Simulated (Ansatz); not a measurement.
# BaO (Fm-3m): a volume series of phonon spectra

Wanted: mode Grüneisen parameters of BaO and a free-energy fit over volumes.

Main program and level: Ansatz 0.2.0; DFT LDA, scalar-relativistic, plane waves, PAW; PAW set soft_1.

The database entry behind the starting cell differs from later determinations by our own check (about 0.7 % short), so it need not match the best structure at ambient conditions.

**1. The starting structure**

It takes space group Fm-3m (No. 225, cubic). Conventional cell: a = 5.500 Å, b = 5.500 Å, c = 5.500 Å, α = 90.00°, β = 90.00°, γ = 90.00°. Nearest to Ba lie 6 O at 2.75 Å. Nearest to O lie 6 Ba at 2.75 Å. Farther neighbours and most contacts between anions are not listed.

**2. Probe on a coarse mesh**

A cheap single point shows whether the cell is a metal or an insulator and how far it is from rest; that sets the k-mesh and the occupations of what follows.

input.yaml

```yaml
crystal:
  lattice:
    - [0.0, 2.75, 2.75]
    - [2.75, 0.0, 2.75]
    - [2.75, 2.75, 0.0]
  atoms:
    - { symbol: Ba, position: [0.0, 0.0, 0.0] }
    - { symbol: O, position: [0.5, 0.5, 0.5] }
kpoints:
  mp_grid: { grid: [6, 6, 6] }
hamiltonian:
  xc: lda
  pseudopotentials: { kind: paw, azcp: { folder: soft_1 }, xc_functional: pbe }
scf:
  occupations: { method: gaussian, width: 0.1 }
  lower_state_search: "off"
output:
  forces: true
  stress: true
  eigenvalues: true
```

Run with:

```
$ ansatz run input.yaml --threads 8 --pin off --max-ram 16384MiB --backend cpu --events-out ev --progress --plain --runs-dir out
```

Numbers of over 12 decimals in the logs are rounded to 6 here.

Log:

```text
Engine: ansatz 0.2.0, aarch64-unknown-linux-gnu
Pseudopotentials: kind: paw
Pseudopotential: Ba, paw, valence charge 10, recommended cutoff 420 eV (normal), soft_1/Ba.paw.azcp
Pseudopotential: O, paw, valence charge 6, recommended cutoff 420 eV (normal), soft_1/O.paw.azcp
Functional definition: SPW92
  exchange = slater_x
  correlation = pw_c
Crystal: 2 atoms, lattice volume = 41.594 Å³
Basis set: ecut = 420 eV, 869 PW (Γ)
Bands: 12, of which v1, the nominal top of the filled ones, is band 8 counted from 1 (7 counted from 0)
Symmetry: 48 space group operations
Space group: Fm-3m (ITA 225), of the structure as read, at distance tolerance 3.5e-5 Å
k-points: 16 of 216
Non-local potential: Ba, projectors of the file, l = 0: 3, l = 1: 2, l = 2: 2, l = 3: 2
Non-local potential: O, projectors of the file, l = 0: 2, l = 1: 2, l = 2: 1
PAW form: soft (Blöchl's): semilocal exchange-correlation on the pseudo side does not see the compensation charge
PAW frozen core: Ba, regenerated for the run's functional, and the local potential with it (the file was generated under x = pbe(κ = 0.804, μ = 0.219515), c = pbe(β = 0.066725))
PAW frozen core: O, regenerated for the run's functional, and the local potential with it (the file was generated under x = pbe(κ = 0.804, μ = 0.219515), c = pbe(β = 0.066725))
PAW one-centre angular grid: Ba, 194 points (default); XC on 64 Gauss nodes
PAW one-centre angular grid: O, 110 points (default); XC on 64 Gauss nodes
Initial density: superposition of atomic densities (chi_scale 0.1, normalization cell, long waves kept (reshape's long-wave potential 0.00 eV rms))
Initial wavefunctions: pseudopotential atomic-orbital guess
Functional: x = slater, c = lda
SCF iter   1: F=—  HF=-6338.493335 eV  |F-HF|=—  |Δ(HF+E_count)|=         —  Δρ=1.07e-1  dr2=4.26e0  ethr=3.10e-3  ⟨swp⟩=7.9  Hψ=1491  notcnv=0
preconditioner: auto → none  [insulator: Δε(μ)=0.601 eV  Ē_g=12.789 eV  σ=0.100 eV  W_gap=1.00  n_scr=14 (ndim 8)  ℏωp=21.5 eV  f_vac=0.000  D(μ)=0.00/eV (n_scr^D=0)  ε∞_Penn≈3.8]
SCF iter   2: F=—  HF=-6337.698685 eV  |F-HF|=—  |Δ(HF+E_count)|=   7.95e-1  Δρ=1.48e-2  dr2=7.32e-2  ethr=3.10e-3  ⟨swp⟩=3.0  Hψ=530  notcnv=0
SCF iter   3: F=—  HF=-6337.709341 eV  |F-HF|=—  |Δ(HF+E_count)|=   1.07e-2  Δρ=5.01e-3  dr2=9.48e-3  ethr=4.57e-4  ⟨swp⟩=2.2  Hψ=285  notcnv=0
SCF iter   4: F=—  HF=-6337.713512 eV  |F-HF|=—  |Δ(HF+E_count)|=   4.17e-3  Δρ=5.15e-4  dr2=1.55e-4  ethr=5.93e-5  ⟨swp⟩=1.0  Hψ=192  notcnv=0
SCF iter   5: F=—  HF=-6337.713554 eV  |F-HF|=—  |Δ(HF+E_count)|=   4.18e-5  Δρ=1.04e-4  dr2=3.22e-6  ethr=9.70e-7  ⟨swp⟩=2.2  Hψ=239  notcnv=0
SCF iter   6: F=—  HF=-6337.713554 eV  |F-HF|=—  |Δ(HF+E_count)|=   1.24e-7  Δρ=2.03e-5  dr2=1.01e-7  ethr=6.25e-10  ⟨swp⟩=7.2  Hψ=1138  notcnv=0
SCF iter   7: F=-6337.713554 eV  HF=-6337.713554 eV  |F-HF|=1.32e-9  |Δ(HF+E_count)|=   2.48e-8  Δρ=2.42e-6  dr2=1.69e-9  ethr=6.25e-10  ⟨swp⟩=4.0  Hψ=558  notcnv=0
SCF 1 converged in 7 iterations: F = -6337.713554 eV  dr2 = 1.69e-9
  greatest PAW one-centre occupation: 0.956 electrons in one spin orbital (limit 2), on the Ba atom at site 0 (counted from 0), in its partial waves of l = 0
SCF converged after 7 iterations
Free energy (F): -6337.713554 eV
Harris-Foulkes:  -6337.713554 eV  (|F-HF|=1.32e-9)
Internal energy: -6337.713554 eV  (E = F + TS)
E sigma→0 (E₀):  -6337.713554 eV
Fermi energy:    9.410064 eV
--- Per-component energies (eV) ---
  E_band       = -15.346131
  E_kinetic    = 327.620517
  E_local      = -579.299104  (includes V_loc(G=0)·N_el)
  E_nonlocal   = 150.727653
  E_hartree    = 197.182389
  E_xc         = -268.398303
  E_vxc        = -220.953964  (∫ρ·V_xc dr)
  E_paw        = -5178.491926  (= ΣΔE_a)
  E_vpaw       = -87.807743  (= ΣTr[D̂ρ^β])
  E_aug_tail   = 0.000771  (compensation charges beyond the density's cutoff)
  E_ewald      = -987.434990
  E_core_change = 0.379441  (= ΣΔE_core)
  E_smearing   = -0.000000  (= −TS)
  E_closure    = -0.000000  (closes the sum)
  Σ components = -6337.713554   (vs F -6337.713554, Δ=0.00e0)
--- Forces (eV/Å), atoms counted from 1 ---
  atom   1  Ba     0.00000000     0.00000000    -0.00000000
  atom   2  O      0.00000000    -0.00000000    -0.00000000
  max |Σ_I F_I| component: 3.39e-29 eV/Å
--- Stress (GPa, compression-positive) ---
       -2.849523       0.000000       0.000000
        0.000000      -2.849523       0.000000
        0.000000       0.000000      -2.849523
  P = ⅓ Tr σ = -2.8495 GPa (-28.495 kbar)
--- Band table (eV; the first three rows and the last of 16) ---
  k-point 0: bands = [... 4 lower, -1.6588, 7.9668, 7.9668, 7.9668, 11.9417, 13.1659, 13.1659, 13.1659]
  k-point 1: bands = [... 4 lower, -1.6917, 7.4370, 7.6565, 7.6565, 12.7457, 13.1462, 13.6408, 13.6408]
  k-point 2: bands = [... 4 lower, -1.7553, 6.6675, 7.1256, 7.1256, 12.9597, 14.8412, 14.8412, 15.1598]
  k-point 15: bands = [... 4 lower, -1.8689, 7.3034, 8.1944, 8.3620, 11.5966, 14.4461, 15.3037, 17.7671]
```

It took 0.87 s on 8 threads of Arm Neoverse V1, shared host; peak memory 0.29 GiB; 1.7 s of CPU time.

Numbers from this step:

```
pressure          : -2.850 GPa
gap on the k-mesh : 1.828 eV
volume per atom   : 20.80 Å³/atom
```

The start is under -2.8 GPa at this level and looks like an insulator or semiconductor on this mesh.

**3. Relaxation**

Phonons are second derivatives about a minimum, so cell and atoms are relaxed first, inside the symmetry of the start.

input.yaml, the sections that differ from step 2:

```yaml
kpoints:
  mp_grid: { grid: [8, 8, 8] }
scf:
  occupations: { method: gaussian, width: 0.02 }
  lower_state_search: "off"
relax:
  adjacent_minimum: "off"
  f_tol: 0.005
  max_steps: 80
  cell: { stress_tol: 0.05 }
# crystal, hamiltonian, output: as in step 2
```

Log:

```text
[...]
Crystal: 2 atoms, lattice volume = 41.594 Å³
Basis set: ecut = 420 eV, 869 PW (Γ)
Bands: 12, of which v1, the nominal top of the filled ones, is band 8 counted from 1 (7 counted from 0)
Symmetry: 48 space group operations
[...]
k-points: 29 of 512
[...]
SCF iter   1: F=—  HF=-6338.494628 eV  |F-HF|=—  |Δ(HF+E_count)|=         —  Δρ=1.07e-1  dr2=4.27e0  ethr=3.10e-3  ⟨swp⟩=8.6  Hψ=2852  notcnv=0
[...]
SCF iter   7: F=-6337.713768 eV  HF=-6337.713768 eV  |F-HF|=1.12e-9  |Δ(HF+E_count)|=   2.26e-8  Δρ=2.46e-6  dr2=1.49e-9  ethr=6.25e-10  ⟨swp⟩=5.3  Hψ=1671  notcnv=0
SCF 1 converged in 7 iterations: F = -6337.713768 eV  dr2 = 1.49e-9
[...]
relax step   1: F+E_penalty+E_count = -6337.71376770 eV  Δ(F+E_penalty+E_count) = +0.000e0 eV  max|allowed force component| = 1.466e-29 eV/Å  Δτ_max = 0.0000 Å  P = -2.848 GPa  Ω = 41.594 Å³  (7 SCF iters, dr2 threshold 1.00e-7 eV, accepted)
Crystal: 2 atoms, lattice volume = 37.279 Å³
Basis set: ecut = 420 eV, 725 PW (Γ)
[...]
iter 1 solved again at ethr=4.79e-5 eV; its pass at ethr=3.10e-3 eV (dr2=7.66e-3 eV) is discarded
[...]
SCF iter   6: F=-6337.671437 eV  HF=-6337.671437 eV  |F-HF|=5.46e-12  |Δ(HF+E_count)|=  3.18e-11  Δρ=1.71e-7  dr2=4.55e-12  ethr=4.39e-12  ⟨swp⟩=1.1  Hψ=1084  notcnv=0
the search or the solves at the SCF's close seem to have found levels that the self-consistency loop had missed (the run counts 1). By its estimate they hold under 1e-12 electrons; where the run keeps them, the occupations were computed again with them
SCF 2 converged in 6 iterations: F = -6337.671437 eV  dr2 = 4.55e-12
[...]
relax step   2: F+E_penalty+E_count = -6337.67143698 eV  Δ(F+E_penalty+E_count) = +4.233e-2 eV  max|allowed force component| = 1.019e-29 eV/Å  Δτ_max = 0.0000 Å  P = +7.672 GPa  Ω = 37.279 Å³  energy of the carried Pulay correction = +9.057e-3 eV  (6 SCF iters, dr2 threshold 2.00e-7 eV, rejected (line search))
Crystal: 2 atoms, lattice volume = 40.330 Å³
Basis set: ecut = 420 eV, 749 PW (Γ)
[...]
SCF iter   7: F=-6337.729267 eV  HF=-6337.729267 eV  |F-HF|=9.09e-13  |Δ(HF+E_count)|=  9.09e-13  Δρ=3.70e-8  dr2=4.51e-13  ethr=1.00e-12  ⟨swp⟩=5.2  Hψ=1264  notcnv=0
SCF 3 converged in 7 iterations: F = -6337.729267 eV  dr2 = 4.51e-13
relax step   3: F+E_penalty+E_count = -6337.72926691 eV  Δ(F+E_penalty+E_count) = -1.550e-2 eV  max|allowed force component| = 1.275e-29 eV/Å  Δτ_max = 0.0000 Å  P = -0.366 GPa  Ω = 40.330 Å³  energy of the carried Pulay correction = +2.553e-3 eV  (7 SCF iters, accepted)
[...]
relax step   4: F+E_penalty+E_count = -6337.72983136 eV  Δ(F+E_penalty+E_count) = -5.645e-4 eV  max|allowed force component| = 3.550e-29 eV/Å  Δτ_max = 0.0000 Å  P = +0.022 GPa  Ω = 40.150 Å³  energy of the carried Pulay correction = +2.924e-3 eV  (6 SCF iters, dr2 threshold 2.00e-7 eV, accepted)
[...]
relax step   5: F+E_penalty+E_count = -6337.72724769 eV  Δ(F+E_penalty+E_count) = +2.584e-3 eV  max|allowed force component| = 2.866e-29 eV/Å  Δτ_max = 0.0000 Å  P = -0.072 GPa  Ω = 40.150 Å³  stress off target by 7.17e-2 GPa  SCF on the basis re-selected at this cell (its energy is not comparable with the rows above)  (6 SCF iters)
[...]
relax step   6: F+E_penalty+E_count = -6337.72732051 eV  Δ(F+E_penalty+E_count) = -7.282e-5 eV  max|allowed force component| = 4.266e-29 eV/Å  Δτ_max = 0.0000 Å  P = -0.002 GPa  Ω = 40.118 Å³  energy of the carried Pulay correction = +6.543e-5 eV  (7 SCF iters, dr2 threshold 1.29e-8 eV, accepted)
[...]
SCF iter   6: F=-6337.727307 eV  HF=-6337.727307 eV  |F-HF|=7.28e-12  |Δ(HF+E_count)|=  9.09e-13  Δρ=7.40e-8  dr2=1.79e-12  ethr=1.00e-12  ⟨swp⟩=3.8  Hψ=1361  notcnv=0
SCF 7 converged in 6 iterations: F = -6337.727307 eV  dr2 = 1.79e-12
relax step   7: F+E_penalty+E_count = -6337.72730747 eV  Δ(F+E_penalty+E_count) = +1.304e-5 eV  max|allowed force component| = 4.339e-29 eV/Å  Δτ_max = 0.0000 Å  P = -0.004 GPa  Ω = 40.118 Å³  stress off target by 3.53e-3 GPa  SCF on the basis re-selected at this cell (its energy is not comparable with the rows above)  (6 SCF iters)
[...]
SCF converged after 6 iterations
Free energy (F): -6337.727307 eV
[...]
Internal energy: -6337.727307 eV  (E = F + TS)
E sigma→0 (E₀):  -6337.727307 eV
Fermi energy:    9.865851 eV
[...]
--- Stress (GPa, compression-positive) ---
       -0.003534      -0.000000      -0.000000
       -0.000000      -0.003534      -0.000000
       -0.000000       0.000000      -0.003534
  P = ⅓ Tr σ = -0.0035 GPa (-0.035 kbar)
--- Band table (eV; the first three rows and the last of 29) ---
  k-point 0: bands = [... 4 lower, -1.0786, 8.3796, 8.3796, 8.3796, 12.6194, 13.6561, 13.6561, 13.6561]
  k-point 1: bands = [... 4 lower, -1.0991, 8.0422, 8.1788, 8.1788, 13.2369, 13.4538, 13.9373, 13.9373]
  k-point 2: bands = [... 4 lower, -1.1475, 7.4129, 7.7509, 7.7509, 13.2472, 14.7134, 14.7134, 14.8994]
  k-point 28: bands = [... 4 lower, -1.1359, 7.3860, 8.7523, 8.7523, 13.4028, 13.4028, 16.1711, 18.4421]
--- Relaxed structure (5 steps of the walk, 4 accepted, 2 SCFs on fresh bases) ---
  F+E_penalty+E_count = -6337.72730747 eV   max|allowed force component| = 4.339e-29 eV/Å   (the final SCF, on the basis selected at the relaxed cell)
  cell:  # Å, volume = 40.1183 Å³
    - [0, 2.717091, 2.717091]
    - [2.717091, 0, 2.717091]
    - [2.717091, 2.717091, 0]
  atoms:
    - { symbol: Ba, position: [0, 0, 0] }
    - { symbol: O, position: [0.500000, 0.500000, 0.500000] }
```

It took 2 s on 8 threads; peak memory 0.33 GiB; 10 s of CPU time.

The steps of the relaxation:

```csv
step,energy less that of the first step (eV),largest force component (eV/Å),pressure (GPa),volume (Å³)
1,0.0000,0.0000,-2.85,41.59
2,0.0423,0.0000,7.67,37.28
3,-0.0155,0.0000,-0.37,40.33
4,-0.0161,0.0000,0.02,40.15
5*,-0.0135,0.0000,-0.07,40.15
6,-0.0136,0.0000,0.00,40.12
7*,-0.0135,0.0000,0.00,40.12
```

Relaxation steps marked * repeat the geometry before them on a plane-wave basis chosen anew for their cell, so energy and pressure can jump there. Relaxation step 2 was tried and not accepted.

Forces are held to the 48 operations that the run works with; a distortion that breaks them can't arise in this run.

```
conventional cell, symmetrised  before  after  change
                         a (Å)   5.500  5.434  -1.2 %
                         b (Å)   5.500  5.434  -1.2 %
                         c (Å)   5.500  5.434  -1.2 %
              volume (Å³/atom)   20.80  20.06  -3.5 %
```

Final coordinates:

```cif
data_structure
_symmetry_space_group_name_H-M 'P 1'
_symmetry_Int_Tables_number 1
_cell_length_a 3.8425
_cell_length_b 3.8425
_cell_length_c 3.8425
_cell_angle_alpha 60.000
_cell_angle_beta 60.000
_cell_angle_gamma 60.000
_cell_volume 40.12
loop_
_atom_site_label
_atom_site_type_symbol
_atom_site_fract_x
_atom_site_fract_y
_atom_site_fract_z
_atom_site_occupancy
Ba1 Ba 0.00000 0.00000 0.00000 1
O2 O 0.50000 0.50000 0.50000 1
```

Numbers from this step:

```yaml
pressure: -0.003534 GPa
gap_on_the_k_mesh: 1.687 eV
volume_per_atom: 20.06 Å³/atom
```

The relaxation ends with a pressure of 0.00 GPa.

**4. Tight relaxation**

The relaxation is repeated with tighter thresholds on force and stress, since phonons are sensitive to what is left; a change of mesh or smearing in the input moves the cell too.

input.yaml, the sections that differ from step 3:

```yaml
crystal:
  lattice:
    - [0.0, 2.7170914796, 2.7170914796]
    - [2.7170914796, 0.0, 2.7170914796]
    - [2.7170914796, 2.7170914796, 0.0]
  atoms:
    - { symbol: Ba, position: [0.0, 0.0, 0.0] }
    - { symbol: O, position: [0.5, 0.5, 0.5] }
scf:
  occupations: { method: fixed }
  lower_state_search: "off"
relax:
  adjacent_minimum: "off"
  f_tol: 0.001
  max_steps: 60
  cell: { stress_tol: 0.01 }
# kpoints, hamiltonian, output: as in step 3
```

Log:

```text
[...]
Crystal: 2 atoms, lattice volume = 40.118 Å³
Basis set: ecut = 420 eV, 749 PW (Γ)
Bands: 12, of which v1, the nominal top of the filled ones, is band 8 counted from 1 (7 counted from 0)
Symmetry: 48 space group operations
[...]
k-points: 29 of 512
[...]
k-point 28: bands = [... 4 lower, -1.1359, 7.3860, 8.7523, 8.7523, 13.4028, 13.4028, 16.1711, 18.4421]
--- Relaxed structure (1 steps of the walk, 1 accepted, 1 SCFs on fresh bases) ---
[...]
cell:  # Å, volume = 40.1183 Å³
    - [0.0, 2.7170914796, 2.7170914796]
    - [2.7170914796, 0.0, 2.7170914796]
    - [2.7170914796, 2.7170914796, 0.0]
  atoms:
    - { symbol: Ba, position: [0.0, 0.0, 0.0] }
    - { symbol: O, position: [0.5, 0.5, 0.5] }
[key lines of the parts left out:]
SCF converged after 6 iterations
Free energy (F): -6337.727307 eV
Fermi energy:    9.022593 eV
P = ⅓ Tr σ = -0.0035 GPa (-0.035 kbar)
```

Wall time 0.7 s (8 threads); peak memory 0.32 GiB.

Little changed from the start: no atom moved by 0.005 Å and no cell edge by 0.1 %.

Numbers from this step:

| Item | Value |
| --- | --- |
| pressure | -0.003527 GPa |

The residual pressure is -0.0035 GPa, small enough for phonons.

[end of part 1 of 4]

[Logs are printed without paths, hosts, clocks, repeated set-up lines and the standing remarks that a program may print on its own settings, such as how far it seeks lower states.]

[Hosts, paths, dates, database ids (printed as entryN), source tags and the programs' standing remarks are cut or masked in the printed files.]

[A step with changed settings may run another functional than the one named; its input shows which.]

[Of the runs on displaced cells, only some may be shown.]
